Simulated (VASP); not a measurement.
# Zn: single point with PBE

Crystal: Zn.

```
Zn
1.0
    -1.56904    1.56904    1.56904
     1.56904   -1.56904    1.56904
     1.56904    1.56904   -1.56904
Zn
1
Direct
  0.00000 0.00000 0.00000
```

This isn't the form of Zn at room conditions, which is hcp.

```json
{"Program": "VASP 6.6.1", "Task": "single point", "Functional": "PBE", "Potentials or basis": "VASP PAW PBE potentials, release 64 (Zn)", "Cutoff": "520 eV", "k mesh": "8 × 8 × 8", "Occupations": "fermi-dirac, width 0.04 eV", "Spin": "no spin polarisation", "Dipole correction": "no", "Further INCAR settings": "ALGO = Normal; EDIFF = 1e-06; NBANDS = 12"}
```

The pressure is -0.9 GPa and the band gap on the k mesh is none (metal or under the smearing width).

Levels at points of the mesh, in eV from the Fermi level:
| k point | band 4 | band 5 | band 6 | band 7 | band 8 | band 9 |
| --- | --- | --- | --- | --- | --- | --- |
| (0.00, 0.00, 0.00) | -7.61 | -7.11 | -7.11 | 19.13 | 19.13 | 19.13 |
| (0.50, 0.00, 0.00) | -7.08 | -6.78 | -2.48 | -0.84 | 11.44 | 12.82 |
| (0.50, 0.50, 0.50) | -6.86 | -6.86 | 4.35 | 4.35 | 4.35 | 7.61 |

Run time: 3 s on 1 thread of AMD EPYC 9R45 96-Core Processor (Zen 5), on a shared host, peak memory 0.09 GiB.
